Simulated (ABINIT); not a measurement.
# La2O3 (P-3m1) in ABINIT: further runs

Aim: see how the results for La2O3 move with the level of theory and the settings. Levels: PBEsol, r2SCAN. Tasks: band structure.

All numbers are computed with ABINIT 10.8.3 (patched build); they aren't measurements. Logs are shortened: lines on timing, memory, paths and dates and some standing lists are left out, and cuts for length are marked. The log counts tension as positive stress, the text compression.

## Step 1: The crystal as given

The structure is trigonal, space group P-3m1 (No. 164). The conventional cell has a = 3.931 Å, b = 3.931 Å, c = 6.112 Å, α = 90.00°, β = 90.00°, γ = 120.00°. Around La (site symmetry 3m) lie 4 O at 2.36 to 2.44 Å. O (site symmetry -3m) has 6 La at 2.72 Å as nearest neighbours. O (site symmetry 3m) is surrounded by 4 La at 2.36 to 2.44 Å.

The cell is a database's computed one.

## Step 2: Band structure, PBEsol

Contents of run.abi:

```
# Datasets: ground state, then fixed potential
ndtset 2

# Pseudopotentials
pp_dirpath "./"
pseudos "La.GGA_PBE-JTH.xml, O.GGA_PBE-JTH.xml"

# Structure
acell 3*1.0 Angstrom
rprim
     3.9307778780     0.0000000000     0.0000000000
    -1.9653889390     3.4041534990     0.0000000000
     0.0000000000     0.0000000000     6.1119535200
ntypat 2
znucl 57 8
natom 5
typat 1 1 2 2 2
xred
     0.3333333333     0.6666666667     0.2462356800
     0.6666666667     0.3333333333     0.7537643200
     0.0000000000     0.0000000000     0.0000000000
     0.3333333333     0.6666666667     0.6458906500
     0.6666666667     0.3333333333     0.3541093500

# Plane-wave basis
ecut 23.0
pawecutdg 45.0
pawxcdev 0

# Exchange and correlation
ixc -116133

# Bands and occupations
occopt 3
tsmear 0.05 eV

# SCF cycle
nstep 100

# Output
iomode 3
prtwf 0
prteig 0
prtebands 0
enunit 1
prtden1 1

# Dataset 1
kptopt1 1
ngkpt1 8 8 5
nshiftk1 1
shiftk1 0.0 0.0 0.0
nband1 27
tolvrs1 1.0e-9

# Dataset 2: bands along G-M-K-G-A-L-H-A
iscf2 -2
getden2 1
nband2 33
nbdbuf2 4
tolwfr2 1.0e-11
kptopt2 -7
ndivsm2 6
prteig2 1
kptbounds2
     0.0000000000     0.0000000000     0.0000000000
     0.5000000000     0.0000000000     0.0000000000
     0.3333333333     0.3333333333     0.0000000000
     0.0000000000     0.0000000000     0.0000000000
     0.0000000000     0.0000000000     0.5000000000
     0.5000000000     0.0000000000     0.5000000000
     0.3333333333     0.3333333333     0.5000000000
     0.0000000000     0.0000000000     0.5000000000
```

Potentials or basis: JTH PAW PBE v2.0.

On the command line:

```bash
abinit run.abi > log 2>&1
```

run.abo:

```text
.Version 10.8.3 of ABINIT
 DATASET    1 : space group P-3 m 1 (#164); Bravais hP (primitive hexag.)
================================================================================
 Values of the parameters that define the memory need for DATASET  1.
     intxc =       0    ionmov =       0      iscf =      17    lmnmax =      32
     lnmax =       8     mgfft =      50  mpssoang =       4    mqgrid =    3488
     natom =       5  nloc_mem =       2    nspden =       1   nspinor =       1
    nsppol =       1      nsym =      12    n1xccc =       1    ntypat =       2
    occopt =       3   xclevel =       2
       mpw =        2930          nfft =       64800          nkpt =          40
 PAW method is used; the additional fine FFT grid is defined by:
   mgfftf=        72    nfftf =    165888
================================================================================
================================================================================

 DATASET    2 : space group P-3 m 1 (#164); Bravais hP (primitive hexag.)
================================================================================
 Values of the parameters that define the memory need for DATASET  2.
     intxc =       0    ionmov =       0      iscf =      -2    lmnmax =      32
     lnmax =       8     mgfft =      50  mpssoang =       4    mqgrid =    3488
     natom =       5  nloc_mem =       2    nspden =       1   nspinor =       1
    nsppol =       1      nsym =      12    n1xccc =       1    ntypat =       2
    occopt =       3   xclevel =       2
       mpw =        2938          nfft =       64800          nkpt =          65
 PAW method is used; the additional fine FFT grid is defined by:
   mgfftf=        72    nfftf =    165888
================================================================================
================================================================================

--------------------------------------------------------------------------------
------------- Echo of variables that govern the present computation ------------
--------------------------------------------------------------------------------
 -outvars: echo values of preprocessed input variables --------
            acell      1.8897261259E+00  1.8897261259E+00  1.8897261259E+00 Bohr
              amu      1.38905500E+02  1.59994000E+01
             ecut      2.30000000E+01 Hartree
           enunit           1
           getden1          0
           getden2          1
             iscf1         17
             iscf2         -2
                       outvar_i_n : Printing only first  50 k-points.
              ixc     -116133
           jdtset        1    2
                       outvar_i_n : Printing only first  50 k-points.
           kptopt1          1
           kptopt2         -7
         kptrlatt        8    0    0      0    8    0      0    0    5
          kptrlen1     5.77495912E+01
          kptrlen2     3.00000000E+01
            natom           5
            nband1         27
            nband2         33
           nbdbuf1          0
           nbdbuf2          4
           ndtset           2
           ndivsm1          0
           ndivsm2          6
            ngfft          36      36      50
          ngfftdg          48      48      72
             nkpt1         40
             nkpt2         65
            nstep         100
             nsym          12
           ntypat           2
           occopt           3
        pawecutdg      4.50000000E+01 Hartree
         pawxcdev           0
        prtebands           0
           prteig1          0
           prteig2          1
            prtwf           0
            rprim      3.9307778780E+00  0.0000000000E+00  0.0000000000E+00
                      -1.9653889390E+00  3.4041534990E+00  0.0000000000E+00
                       0.0000000000E+00  0.0000000000E+00  6.1119535200E+00
           shiftk1     0.00000000E+00  0.00000000E+00  0.00000000E+00
           shiftk2     5.00000000E-01  5.00000000E-01  5.00000000E-01
          spgroup         164
           tolvrs1     1.00000000E-09
           tolvrs2     0.00000000E+00
           tolwfr1     0.00000000E+00
           tolwfr2     1.00000000E-11
           tsmear      1.83746611E-03 Hartree
            typat      1  1  2  2  2
[... 1050 lines left out ...]
  2.35E-12  8.39E-12  8.17E-12  9.06E-12  4.24E-12  3.81E-12  6.49E-12  3.19E-12
  2.66E-12  7.94E-12  2.28E-12  1.81E-12  6.45E-12  3.78E-12  2.05E-12  2.57E-12
  1.83E-12  6.19E-12  3.01E-12  6.90E-12  9.97E-12  7.69E-12  9.02E-12  7.82E-12
  5.13E-12  6.27E-12  5.74E-12  9.35E-12  8.77E-12  7.83E-10  1.40E-09  3.67E-08
  5.44E-12
 -9.8980E-01 -9.8878E-01 -5.1249E-01 -4.7494E-01 -4.6711E-01 -3.8266E-01
 -3.8266E-01 -3.7995E-01 -3.7995E-01 -3.6508E-01 -3.4575E-01 -6.8329E-04
 -6.8329E-04  3.4900E-03  3.0051E-02  3.0051E-02  6.2639E-02  7.0527E-02
  8.9883E-02  8.9883E-02  2.7276E-01  2.7399E-01  2.7399E-01  2.8281E-01
  3.0027E-01  3.0027E-01  3.0519E-01  3.0519E-01  3.0633E-01  3.1006E-01
  3.1019E-01  3.1051E-01  3.1400E-01

--- !ResultsGS
iteration_state: {dtset: 2, }
comment   : Summary of ground state results
lattice_vectors:
- [  7.4280937,   0.0000000,   0.0000000, ]
- [ -3.7140468,   6.4329178,   0.0000000, ]
- [  0.0000000,   0.0000000,  11.5499182, ]
lattice_lengths: [   7.42809,    7.42809,   11.54992, ]
lattice_angles: [ 90.000,  90.000, 120.000, ] # degrees, (23, 13, 12)
lattice_volume:   5.5190494E+02
convergence: {deltae:  0.000E+00, res2:  0.000E+00, residm:  9.997E-12, diffor:  0.000E+00, }
etotal    :  -1.12733799E+02
entropy   :   0.00000000E+00
fermie    :   1.84310395E-01
cartesian_stress_tensor: null
pressure_GPa: null
xred      :
- [  3.3333E-01,   6.6667E-01,   2.4624E-01, La]
- [  6.6667E-01,   3.3333E-01,   7.5376E-01, La]
- [ -3.7007E-17,   3.7007E-17,   1.1102E-16,  O]
- [  3.3333E-01,   6.6667E-01,   6.4589E-01,  O]
- [  6.6667E-01,   3.3333E-01,   3.5411E-01,  O]
cartesian_forces: null
force_length_stats: {min: null, max: null, mean: null, }
...

 Integrated electronic density in atomic spheres:
 ------------------------------------------------
 Atom  Sphere_radius  Integrated_density
    1        2.51647          7.96491412
    2        2.51647          7.96491412
    3        1.41465          4.45496959
    4        1.41465          4.54797484
    5        1.41465          4.54797484

================================================================================

 ----iterations are completed or convergence reached----

 Mean square residual over all n,k,spin=   60.983E-13; max=  99.970E-13
 reduced coordinates (array xred) for    5 atoms
       0.333333333333      0.666666666667      0.246235680000
       0.666666666667      0.333333333333      0.753764320000
      -0.000000000000      0.000000000000      0.000000000000
       0.333333333333      0.666666666667      0.645890650000
       0.666666666667      0.333333333333      0.354109350000

 cartesian coordinates (angstrom) at end:
    1     -0.00000000000000     2.26943566600000     1.50498103112559
    2      1.96538893900000     1.13471783300000     4.60697248887441
    3     -0.00000000000000     0.00000000000000     0.00000000000000
    4     -0.00000000000000     2.26943566600000     3.94765363180259
    5      1.96538893900000     1.13471783300000     2.16429988819741
 length scales=  1.889726125908  1.889726125908  1.889726125908 bohr
              =  1.000000000000  1.000000000000  1.000000000000 angstroms
 Eigenvalues (   eV  ) for nkpt=  65  k points:
 kpt#   1, nband= 33, wtk=  1.00000, kpt=  0.0000  0.0000  0.0000 (reduced coord)
 -27.04163  -26.79331  -14.14697  -12.86338  -12.43864  -10.49475  -10.49475  -10.25462
 -10.25462  -10.14712   -9.38833    0.31836    0.31836    0.51311    0.51311    0.63378
   1.03434    2.34687    2.34687    2.61489    6.95499    7.29065    7.29065    7.80769
   8.15458    8.15458    8.15960    8.33241    8.42377    8.42377    8.42609    8.45186
   8.53104
 kpt#   2, nband= 33, wtk=  1.00000, kpt=  0.0455  0.0000  0.0000 (reduced coord)
 -27.03791  -26.79175  -14.14568  -12.90736  -12.47347  -10.50390  -10.45893  -10.25717
 -10.22352  -10.15183   -9.39111    0.34200    0.34444    0.45216    0.52681    0.64203
   1.12053    2.31335    2.34427    2.60411    6.98966    7.29369    7.30791    7.80718
   8.12543    8.14939    8.19454    8.33771    8.41963    8.42559    8.42603    8.45009
   8.50837
 kpt#   3, nband= 33, wtk=  1.00000, kpt=  0.0909  0.0000  0.0000 (reduced coord)
 -27.02699  -26.78725  -14.14376  -13.02872  -12.56415  -10.52997  -10.35909  -10.26512
 -10.16653  -10.15397   -9.38879    0.33386    0.40785    0.43000    0.56942    0.66678
   1.30004    2.21791    2.33811    2.57840    7.06479    7.29905    7.35753    7.82216
   8.10424    8.13466    8.23326    8.35561    8.41039    8.41497    8.42071    8.44382
[... 359 lines left out ...]
   8.16093    8.17825    8.19223    8.28955    8.33579    8.41181    8.43365    8.51764
   8.53311
 kpt#  64, nband= 33, wtk=  1.00000, kpt=  0.0278  0.0278  0.5000 (reduced coord)
 -26.93061  -26.90320  -13.96083  -12.97620  -12.70557  -10.41888  -10.36633  -10.36343
 -10.34550   -9.94266   -9.37917    0.00432    0.01829    0.09860    0.79264    0.84586
   1.64120    1.96692    2.43290    2.46891    7.32746    7.46505    7.55506    7.69843
   8.16811    8.17265    8.26401    8.30131    8.33350    8.43207    8.43658    8.47588
   8.54740
 kpt#  65, nband= 33, wtk=  1.00000, kpt=  0.0000  0.0000  0.5000 (reduced coord)
 -26.93371  -26.90612  -13.94566  -12.92381  -12.71074  -10.41258  -10.41258  -10.33891
 -10.33891   -9.93442   -9.40821   -0.01859   -0.01859    0.09497    0.81773    0.81773
   1.70449    1.91913    2.44584    2.44584    7.42205    7.45555    7.45555    7.69563
   8.17082    8.17082    8.30462    8.30462    8.33559    8.43728    8.44067    8.44933
   8.54430

== END DATASET(S) ==============================================================
================================================================================

 -outvars: echo values of variables after computation  --------
            acell      1.8897261259E+00  1.8897261259E+00  1.8897261259E+00 Bohr
           etotal1    -1.1273379863E+02
            fcart1     5.7999165861E-29  1.6742917011E-29  3.0945922222E-04
                      -1.4499791465E-29 -1.9254354563E-28 -3.0945922222E-04
                      -1.4499791465E-29  5.8600209539E-29 -0.0000000000E+00
                       1.3049812319E-28  3.0974396471E-28 -2.8078572811E-04
                      -1.5949770612E-28 -1.9254354563E-28  2.8078572811E-04
            rprim      3.9307778780E+00  0.0000000000E+00  0.0000000000E+00
                      -1.9653889390E+00  3.4041534990E+00  0.0000000000E+00
                       0.0000000000E+00  0.0000000000E+00  6.1119535200E+00
           strten1     7.3111441834E-05  7.3111441637E-05  6.9038022784E-05
                       0.0000000000E+00  0.0000000000E+00  0.0000000000E+00
           xangst     -3.8606985415E-16  2.2694356660E+00  1.5049810311E+00
                       1.9653889390E+00  1.1347178330E+00  4.6069724889E+00
                      -2.1820200524E-16  1.2597898646E-16  6.7856315233E-16
                      -3.8606985415E-16  2.2694356660E+00  3.9476536318E+00
                       1.9653889390E+00  1.1347178330E+00  2.1642998882E+00
             xred      3.3333333333E-01  6.6666666667E-01  2.4623568000E-01
                       6.6666666667E-01  3.3333333333E-01  7.5376432000E-01
                      -3.7007434154E-17  3.7007434154E-17  1.1102230246E-16
                       3.3333333333E-01  6.6666666667E-01  6.4589065000E-01
                       6.6666666667E-01  3.3333333333E-01  3.5410935000E-01
 Calculation completed.
```

It took 6 min on 1 thread of Intel Xeon 6975P-C (Granite Rapids), shared host; peak memory 0.25 GiB.

What came out:

```
Free energy                                           : -3067.6429 eV
Pressure                                              : -2.1 GPa
Largest force                                         : 0.016 eV/Å
Band gap on the k mesh                                : 3.82 eV, indirect (least direct gap 3.97 eV)
Band gap along the path                               : 3.77 eV, indirect (least direct gap 3.87 eV)
Valence electrons inside the program's atomic spheres : La 7.96; O 4.46, 4.55
```

Forces in eV/Å, atoms in the order of the input:
```
La   0.000  0.000  0.016
La   0.000  0.000 -0.016
O    0.000  0.000  0.000
O    0.000  0.000 -0.014
O    0.000  0.000  0.014
```

Levels at the corners of the path, in eV from the valence-band top:
```csv
point,band 16,band 17,band 18,band 19,band 20,band 21,band 22,band 23,band 24,band 25
Γ,-2.10,-1.70,-0.39,-0.39,-0.12,4.22,4.56,4.56,5.08,5.42
M,-0.77,-0.73,-0.65,-0.42,-0.30,3.79,4.71,5.22,5.22,5.32
K,-1.31,-0.84,-0.84,-0.82,-0.10,3.77,4.73,4.73,5.04,5.41
Γ,-2.10,-1.70,-0.39,-0.39,-0.12,4.22,4.56,4.56,5.08,5.42
A,-1.91,-1.03,-0.81,-0.29,-0.29,4.69,4.72,4.72,4.96,5.44
L,-1.00,-0.96,-0.73,-0.36,0.00,4.38,4.59,5.10,5.25,5.31
H,-1.39,-0.59,-0.28,-0.28,-0.22,4.19,4.83,4.95,4.95,5.27
A,-1.91,-1.03,-0.81,-0.29,-0.29,4.69,4.72,4.72,4.96,5.44
```

Caveat: the PAW data sets were made with another functional, which shifts forces and pressure a little; spin-orbit coupling is left out, which moves the levels of the heavy elements. As with any semilocal functional, this PBEsol gap is likely too small.

(Continued in part 2 of 2.)
